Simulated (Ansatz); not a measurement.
# LiH: the cost of one run

Method: DFT PBE, scalar-relativistic, plane waves, PAW, in Ansatz 0.2.0.

**1. The structure to begin with**

Symmetry: P4/nmm, No. 129, tetragonal system. Conventional cell: a = 2.820 Å, b = 2.820 Å, c = 17.000 Å, α = 90.00°, β = 90.00°, γ = 90.00°. Around Li (site symmetry 4mm) lie 1 H at 1.80 Å. H (site symmetry 4mm) is surrounded by 1 Li at 1.80 Å.

Coordinates:

```
Li H
1.0
     2.82024    0.00000    0.00000
     0.00000    2.82024    0.00000
     0.00000    0.00000   17.00000
Li H
2 2
Direct
  0.50000 0.00000 0.47255
  0.00000 0.50000 0.52745
  0.50000 0.00000 0.57849
  0.00000 0.50000 0.42151
```

Recipe of the guess: random sheet by layer group and Wyckoff sites. Its size is a rough estimate.

Only a and b are periodic; c spans vacuum, so the box's volume, pressure and space group aren't properties of the sheet.

**2. The guess as it stands, on a coarse mesh**

Input file input.yaml:

```yaml
crystal:
  lattice:
    - [2.820242, 0.0, 0.0]
    - [0.0, 2.820242, 0.0]
    - [0.0, 0.0, 17.0]
  atoms:
    - { symbol: Li, position: [0.5, 0.0, 0.47254922] }
    - { symbol: Li, position: [0.0, 0.5, 0.52745078] }
    - { symbol: H, position: [0.5, 0.0, 0.57848582] }
    - { symbol: H, position: [0.0, 0.5, 0.42151418] }
  periodic: [true, true, false]
basis:
  ecutwfc: 420
kpoints:
  mp_grid: { grid: [6, 6, 1] }
hamiltonian:
  xc: pbe
scf:
  occupations: { method: gaussian, width: 0.1 }
  lower_state_search: "off"
output:
  forces: true
  stress: true
  eigenvalues: true
```

Command:

```console
> ansatz run input.yaml --threads 1 --pin off --max-ram 2048MiB --backend cpu --events-out ev --progress --plain --runs-dir out
```

What time and memory should one allow on 1 thread of Arm Neoverse V1, shared host?

About 2.2 s, with a peak of 0.32 GiB.
